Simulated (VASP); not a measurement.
Set up this calculation in VASP 6.6.1, as the native input.

```
Task                   : single point
Functional             : PBE
Potentials or basis    : VASP PAW PBE potentials, release 64 (Mg, S)
Cutoff                 : 520 eV
k mesh                 : 8 × 8 × 8
Occupations            : gaussian, width 0.02 eV
Spin                   : no spin polarisation
Dipole correction      : no
Further INCAR settings : ALGO = Fast; EDIFF = 1e-06; NBANDS = 11
```

The structure of MgS lies in POSCAR:

```
MgS
1.0
    0.0000000000      2.8486069961      2.8486069961
    2.8486069961      0.0000000000      2.8486069961
    2.8486069961      2.8486069961      0.0000000000
Mg S
1 1
Direct
    0.0000000000      0.0000000000      0.0000000000
    0.7500000000      0.7500000000      0.7500000000
```

The cell comes from a database or a generator and needn't be the stable form of this composition.

The input as run:

INCAR

```
SYSTEM = MgS
PREC = Accurate
ENCUT = 520
EDIFF = 1E-6
ISMEAR = 0
SIGMA = 0.02
LREAL = .False.
LASPH = .True.
NELM = 100
ALGO = Fast
ISIF = 2
LWAVE = .False.
LCHARG = .False.
GGA = PE
NBANDS = 11
```

KPOINTS

```
regular mesh
0
Gamma
  8 8 8
  0 0 0
```

Potentials or basis: VASP PAW PBE potentials, release 64 (Mg, S).

The run is started by

```bash
$ cat potpaw_PBE.64/Mg/POTCAR potpaw_PBE.64/S/POTCAR > POTCAR
$ mpirun -np 1 vasp_std > vasp.out
```

It gave:

* Pressure: -0.1 GPa
* Band gap on the k mesh: 3.37 eV, direct

It took 10 s on 1 thread of AMD EPYC 9R45 (Zen 5) (shared host), peak memory 0.14 GiB.
